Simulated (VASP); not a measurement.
# Pd (Fmmm) in VASP: a series of runs, part 2 of 2

VASP 6.6.1. The steps go on from the part before.

### Step 3. Single point, PBE

INCAR

```
PREC = Accurate ; ENCUT = 520
EDIFF = 1E-6 ; ISMEAR = 0
SIGMA = 0.1 ; LREAL = False
LASPH = True ; NELM = 80
ALGO = Normal ; ISIF = 2
LWAVE = False ; LCHARG = True
GGA = PE ; LELF = True
LVHAR = True ; NBANDS = 28
```

KPOINTS

```
regular mesh
0
Gamma
  6 6 4
```

POSCAR

```
Pd
1.0
    1.3784923732     -4.9673217121      0.0000000000
    1.3784923732      4.9673217121      0.0000000000
    0.0000000000      0.0000000000      4.6779741534
Pd
4
Direct
    0.1310323453      0.8689676547      0.9999807848
    0.6310323453      0.3689676547      0.5000192152
    0.8689676547      0.1310323453      0.0000192152
    0.3689676547      0.6310323453      0.4999807848
```

Potentials or basis: VASP PAW PBE potentials, release 64 (Pd).

On the command line:

```bash
cat potpaw_PBE.64/Pd/POTCAR > POTCAR
mpirun -np 1 vasp_std > vasp.out
```

OUTCAR:

```text
PREC = Accurate
   ENCUT = 520
   EDIFF = 1E-6
   ISMEAR = 0
   LREAL = False
   LASPH = True
   NELM = 80
   ISIF = 2
   GGA = PE

 ion  position               nearest neighbor table
   1  0.131  0.869  1.000-   3 2.60   2 2.71   2 2.71   2 2.72   2 2.72   3 2.74   3 2.74   4 3.33
                             4 3.33
   2  0.631  0.369  0.500-   4 2.60   1 2.71   1 2.71   1 2.72   1 2.72   4 2.74   4 2.74   3 3.33
                             3 3.33
   3  0.869  0.131  0.000-   1 2.60   4 2.71   4 2.71   4 2.72   4 2.72   1 2.74   1 2.74   2 3.33
                             2 3.33
   4  0.369  0.631  0.500-   2 2.60   3 2.71   3 2.71   3 2.72   3 2.72   2 2.74   2 2.74   1 3.33
                             1 3.33

  LATTYP: Found a base centered orthorhombic cell.
 ALAT       =     2.7569847464
 B/A-ratio  =     3.6034451903
 C/A-ratio  =     1.6967718663

  Lattice vectors:

 A1 = (   1.3784923732,  -4.9673217121,   0.0000000000)
 A2 = (   1.3784923732,   4.9673217121,   0.0000000000)
 A3 = (   0.0000000000,   0.0000000000,   4.6779741534)

Analysis of symmetry for initial positions (statically):
=====================================================================
[... 181 lines left out ...]

 val. band max:        8.5770949166   @ k =   0.5000   0.0000   0.0000
 cond. band min:       8.5985573019   @ k =   0.5000   0.0000   0.2500
 fundamental gap:      0.0214623853
 Fermi energy:         8.5946086825

 k-point     1 :       0.0000    0.0000    0.0000
  band No.  band energies     occupation
      1       1.9621      2.00000
      2       3.6686      2.00000
      3       3.6730      2.00000
      4       3.8918      2.00000
      5       4.0047      2.00000
      6       4.5201      2.00000
[... 733 lines left out ...]
     27      19.5282      0.00000
     28      20.0465      0.00000

 [... further k-points ...]

------------------------ aborting loop because EDIFF is reached ----------------------------------------

  FORCE on cell =-STRESS in cart. coord.  units (eV):
  Direction    XX          YY          ZZ          XY          YZ          ZX
  --------------------------------------------------------------------------------------
  -------------------------------------------------------------------------------------
  Total       -0.1212257     -0.1514458     -0.0750314      0.0000000      0.0000000      0.0000000
  in kB       -3.0317331     -3.7875050     -1.8764603      0.0000000      0.0000000      0.0000000
  external PRESSURE =      -2.8985661 kB  Pullay stress =       0.0000000 kB

 VOLUME and BASIS-vectors are now :
 -----------------------------------------------------------------------------
  energy-cutoff  :      520.00
  volume of cell :       64.06
      direct lattice vectors                 reciprocal lattice vectors
     1.378492373 -4.967321712  0.000000000     0.362715101 -0.100657865  0.000000000
     1.378492373  4.967321712  0.000000000     0.362715101  0.100657865  0.000000000
     0.000000000  0.000000000  4.677974153     0.000000000  0.000000000  0.213767748

 POSITION                                       TOTAL-FORCE (eV/Angst)
 -----------------------------------------------------------------------------------
      1.37849      3.66556      4.67788         0.000000      0.002315      0.001568
      1.37849     -1.30176      2.33908         0.000000      0.002315     -0.001568
      1.37849     -3.66556      0.00009         0.000000     -0.002315     -0.001568
      1.37849      1.30176      2.33890         0.000000     -0.002315      0.001568
 -----------------------------------------------------------------------------------
    total drift:                               -0.000000     -0.000000      0.000000

  FREE ENERGIE OF THE ION-ELECTRON SYSTEM (eV)
  ---------------------------------------------------
  free  energy   TOTEN  =       -20.3023106837 eV

  energy  without entropy=      -20.2682021265  energy(sigma->0) =      -20.28525641
```

OSZICAR:

```text
N       E                     dE             d eps       ncg     rms          rms(c)
DAV:   1     0.252051094777E+03    0.25205E+03   -0.20501E+04  2184   0.140E+03
DAV:   2    -0.148189307695E+02   -0.26687E+03   -0.25378E+03  2300   0.314E+02
DAV:   3    -0.212943141629E+02   -0.64754E+01   -0.63715E+01  2408   0.525E+01
DAV:   4    -0.213443954309E+02   -0.50081E-01   -0.50064E-01  2400   0.444E+00
DAV:   5    -0.213452541574E+02   -0.85873E-03   -0.85872E-03  2392   0.657E-01    0.129E+01
DAV:   6    -0.203441086401E+02    0.10011E+01   -0.30610E+00  2300   0.132E+01    0.633E+00
DAV:   7    -0.203125565744E+02    0.31552E-01   -0.30271E-02  2360   0.102E+00    0.326E+00
DAV:   8    -0.203022749890E+02    0.10282E-01   -0.35144E-03  2320   0.367E-01    0.483E-02
DAV:   9    -0.203022955032E+02   -0.20514E-04   -0.90027E-05  2416   0.560E-02    0.260E-02
DAV:  10    -0.203023118665E+02   -0.16363E-04   -0.13760E-05  2352   0.251E-02    0.850E-03
DAV:  11    -0.203023105483E+02    0.13182E-05   -0.76380E-07  1388   0.626E-03    0.219E-03
DAV:  12    -0.203023106837E+02   -0.13547E-06   -0.12363E-07  1240   0.255E-03
   1 F= -.20302311E+02 E0= -.20285256E+02  d E =-.341086E-01
```

stdout:

```text
POSCAR found type information on POSCAR Pd
 POSCAR found :  1 types and       4 ions
 scaLAPACK will be used
 LDA part: xc-table for (Slater+PW92), standard interpolation
 POSCAR, INCAR and KPOINTS ok, starting setup
 FFT: planning ... GRIDC
 FFT: planning ... GRID_SOFT
 FFT: planning ... GRID
 WAVECAR not read
 entering main loop
```

It took 60 s on 1 thread of Intel Xeon Platinum 8488C (Sapphire Rapids), shared host; peak memory 0.24 GiB.

Results:

| Quantity | Value |
| --- | --- |
| Free energy | -20.3023 eV |
| Pressure | -0.3 GPa |
| Band gap on the k mesh | none (metal or under the smearing width) |

Forces in eV/Å, atoms in the order of the input:
```
Pd   0.000  0.002  0.002
Pd   0.000  0.002 -0.002
Pd   0.000 -0.002 -0.002
Pd   0.000 -0.002  0.002
```

Stress tensor (GPa, compression positive):
```
-0.30  0.00  0.00
 0.00 -0.38  0.00
 0.00  0.00 -0.19
```

Levels at points of the mesh, in eV from the Fermi level:
```tsv
k point	band 16	band 17	band 18	band 19	band 20	band 21	band 22	band 23	band 24	band 25
(0.00, 0.00, 0.00)	-1.23	-0.71	-0.25	0.19	0.26	0.35	0.53	0.96	5.34	6.42
(0.50, 0.00, 0.00)	-1.39	-1.06	-1.06	-0.02	-0.02	2.58	2.58	5.37	5.37	9.22
(0.50, 0.50, 0.00)	-1.24	-0.98	-0.61	-0.24	0.08	0.13	0.33	3.87	4.47	6.47
(0.00, 0.00, 0.50)	-1.34	-1.30	-1.30	-0.92	-0.92	-0.86	-0.86	4.06	4.06	5.66
(0.50, 0.00, 0.50)	-0.66	0.14	0.14	0.20	0.20	2.41	2.41	4.19	4.19	6.21
(0.50, 0.50, 0.50)	-1.54	-1.15	-1.15	-0.38	-0.38	-0.33	-0.33	-0.08	-0.08	12.70
```

Caveat: the k mesh is coarse (spacing up to 0.39 Å⁻¹), so the values aren't converged.

### Step 4. Single point, PBE

INCAR

```
SYSTEM = Pd
ALGO     = Fast           ! electronic algorithm
EDIFF    = 1E-6           ! SCF threshold, eV
ENCUT    = 520            ! plane-wave cutoff, eV
GGA      = PE             ! functional
ISIF     = 2              ! what is computed and relaxed
ISMEAR   = 0              ! smearing method
LASPH    = .True.         ! aspherical terms in the spheres
LCHARG   = .True.         ! write CHGCAR
LELF     = .True.         ! ELF
LREAL    = .False.        ! projectors in reciprocal space
LVHAR    = .True.       
LWAVE    = .False.        ! write WAVECAR
NBANDS   = 28             ! bands
NELM     = 80             ! most SCF steps
PREC     = Accurate       ! precision mode
SIGMA    = 0.1            ! smearing width, eV
```

KPOINTS

```
k-points
0
Gamma
  6 6 4
  0 0 0
```

POSCAR

```
Pd
1.0
    1.5527781304     -4.9257312295      0.0000000000
    1.5527781304      4.9257312295      0.0000000000
    0.0000000000      0.0000000000      4.1094671971
Pd
4
Direct
    0.0980000000      0.9020000000      0.9100000000
    0.5980000000      0.4020000000      0.5900000000
    0.9020000000      0.0980000000      0.0900000000
    0.4020000000      0.5980000000      0.4100000000
```

On the command line:

```bash
cat potpaw_PBE.64/Pd/POTCAR > POTCAR
mpirun -np 1 vasp_std > vasp.out
```

Wall time 69 s (1 thread of Intel Xeon Platinum 8488C (Sapphire Rapids), shared host); peak memory 0.23 GiB.

Results (log left out):

- Free energy: -5.9637 eV
- Pressure: 111.0 GPa
- Largest force: 15.544 eV/Å
- Band gap on the k mesh: none (metal or under the smearing width)

Forces in eV/Å, atoms in the order of the input:
```
Pd    0.000  -9.891  11.990
Pd    0.000  -9.891 -11.990
Pd    0.000   9.891 -11.990
Pd    0.000   9.891  11.990
```

Stress tensor (GPa, compression positive):
```
139.87   0.00   0.00
  0.00  83.94   0.00
  0.00   0.00 109.25
```

Levels at points of the mesh, in eV from the Fermi level:
```
           k point  band 18  band 19  band 20  band 21  band 22  band 23
(0.00, 0.00, 0.00)    -0.65     0.04     0.37     0.66     0.99     2.78
(0.50, 0.00, 0.00)    -1.10    -0.40    -0.40     0.10     0.10     3.79
(0.50, 0.50, 0.00)    -0.59    -0.38     0.50     0.55     0.98     6.24
(0.00, 0.00, 0.50)    -1.45    -0.15    -0.15    -0.12    -0.12     3.76
(0.50, 0.00, 0.50)    -0.52    -0.20    -0.20     0.86     0.86     3.98
(0.50, 0.50, 0.50)    -1.21    -0.29    -0.29    -0.16    -0.16     0.60
```

Caveat: the k mesh is coarse (spacing up to 0.38 Å⁻¹), so the values aren't converged; a pressure of tens of GPa on the cell as given is suspect, and the run, the potentials or the cell itself is likely at fault; forces of over 1 eV/Å show positions far from the minimum, so gaps and moduli don't describe the material at rest.

### Step 5. The runs side by side

```csv
cell,k mesh,mesh quality,gap on the mesh (eV),pressure (GPa),largest force (eV/Å)
"Fmmm, 16.05 Å³/atom",24 × 24 × 24,not flagged,none,-0.3,0.01
"Fmmm, 16.02 Å³/atom",6 × 6 × 4,coarse,none,-0.3,-
"Cmce, 15.72 Å³/atom",6 × 6 × 4,coarse,none,111.0,15.54
```

Alike in all rows: task single point; level PBE; potentials or basis VASP PAW PBE potentials, release 64 (Pd); no spin polarisation; cutoff (eV) 520; smearing gaussian 0.1 eV.

Caveats: some runs use coarse meshes; a pressure of tens of GPa on the cell as given is suspect, and the run, the potentials or the cell itself is likely at fault (some runs); forces of over 1 eV/Å show positions far from the minimum, so gaps and moduli don't describe the material at rest (some runs).

Total energies depend on the potentials used, so only differences within one code and one set of settings carry meaning.
